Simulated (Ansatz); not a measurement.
CH3CN on a (100) slab of HfN (Fm-3m (No. 225)), 3 planes, outer planes HfN (top) and HfN (bottom), 1 a cell of 40.8 Å², relaxed and still whole (its atoms last):

```
CELL_PARAMETERS angstrom
6.38781 0.00000 0.00000
0.00000 6.38781 0.00000
0.00000 0.00000 24.11867
ATOMIC_POSITIONS crystal
Hf 0.25000 0.25000 0.33169
Hf 0.25000 0.75000 0.33169
Hf 0.75000 0.25000 0.33169
Hf 0.75000 0.75000 0.33169
N 0.50000 0.50000 0.33169
N 0.50000 0.00000 0.33169
N 0.00000 0.50000 0.33169
N 0.00000 0.00000 0.33169
Hf 0.49861 0.49852 0.42456
Hf 0.49858 0.00141 0.42456
Hf 0.00147 0.49852 0.42456
Hf 0.00150 0.00140 0.42456
N 0.75004 0.74997 0.42222
N 0.75003 0.24996 0.42213
N 0.25003 0.74995 0.42213
N 0.25004 0.24998 0.42092
Hf 0.75012 0.74991 0.51285
Hf 0.75009 0.24988 0.51260
Hf 0.25006 0.74990 0.51260
Hf 0.25012 0.24995 0.51640
N 0.99851 0.99835 0.52101
N 0.99844 0.50148 0.52102
N 0.50161 0.99832 0.52099
N 0.50167 0.50150 0.52101
C 0.24540 0.25282 0.71842
C 0.24929 0.24961 0.65852
N 0.24993 0.24977 0.61032
H 0.40583 0.25867 0.73496
H 0.15916 0.39136 0.73314
H 0.16771 0.11134 0.73439
```

Computed with DFT PBE+D3(BJ), scalar-relativistic, plane waves, PAW (Ansatz). Plane waves to 420 eV, a k mesh through Γ of 3×3×1 on the computed 30-atom cell and Gaussian smearing (0.10 eV); no spin polarisation. A dipole correction removes the field between periodic images along c.

It binds with 0.88 eV a molecule against the clean slab and the free molecule (no zero-point or thermal terms); its shortest contact is N–Hf 2.27 Å. Take first-order desorption with no barrier to adsorption, no reaction on the face and an assumed prefactor of 10^13 s⁻¹.

Q: How long does a molecule stay at 573 K?

A: τ = ν⁻¹·exp(E/k_BT) with k_BT = 0.0494 eV: E/k_BT = 17.8, so τ ≈ 5×10^-6 s. At about one hit a site a second (10⁻⁶ mbar) the coverage is near τ × 1 s⁻¹, so a layer needs roughly 2×10^-1 mbar.

Q: Where does its peak lie in a desorption experiment heated at 5 K/s?

A: The peak obeys E/(k_B·T_p²) = (ν/β)·exp(−E/k_BT_p). Solving gives T_p ≈ 333 K (E/k_BT_p = 30.7). An error of 0.1 eV in E moves it by about 38 K, and larger molecules have larger prefactors, which lowers it.

Q: Is this physisorption or chemisorption?

A: The tightest contact, N–Hf 2.27 Å, is 0.92 times the sum of covalent radii, and deformation and lateral interaction add up to +0.22 eV. This is chemisorption.

The molecule may also break up before it leaves, which wasn't tried.